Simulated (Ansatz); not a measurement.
Set up this calculation in Ansatz 0.2.0, as the native input.

| Item | Value |
| --- | --- |
| Task | density of states |
| Functional | BLYP |
| Dispersion | D3(BJ) |
| Potentials or basis | all-electron LAPW, scalar-relativistic |
| Cutoff | 283 eV (chosen from the basis error) |
| Basis error allowed | 0.001 eV/atom |
| k mesh | 10 × 10 × 10 |
| Occupations | fermi-dirac, width 0.05 eV |
| Spin | no spin polarisation |

BP:

```
P B
1.0
     0.00000    2.26900    2.26900
     2.26900    0.00000    2.26900
     2.26900    2.26900    0.00000
P B
1 1
Direct
  0.75000 0.75000 0.75000
  0.00000 0.00000 0.00000
```

One way to write it, as run:

input.yaml

```yaml
crystal:
  lattice:
    - [0.0, 2.269, 2.269]
    - [2.269, 0.0, 2.269]
    - [2.269, 2.269, 0.0]
  atoms:
    - { symbol: P, position: [0.75, 0.75, 0.75] }
    - { symbol: B, position: [0.0, 0.0, 0.0] }
kpoints:
  mp_grid: { grid: [10, 10, 10] }
scf:
  occupations: { method: fermi_dirac, width: 0.05 }
hamiltonian:
  xc: blyp
  dispersion: d3bj
  pseudopotentials: { kind: all_electron, lapw: { basis_error: 0.001 } }
output:
  forces: true
  stress: true
  eigenvalues: true
  dos: { projected: false, de: 0.2, e_range: [-20, 10] }
```

Potentials or basis: all-electron LAPW, scalar-relativistic.

Command:

```bash
$ ansatz run input.yaml --threads 1 --pin off --max-ram 3072MiB --backend cpu --events-out ev --progress --plain --runs-dir out
```

Results of the run:

```json
{
  "Pressure": "-3.4 GPa",
  "Band gap on the k mesh": "1.51 eV, indirect (least direct gap 3.55 eV)"
}
```

It took 5.6 s on 1 thread of Arm Neoverse V1, on a shared host, peak memory 0.22 GiB.
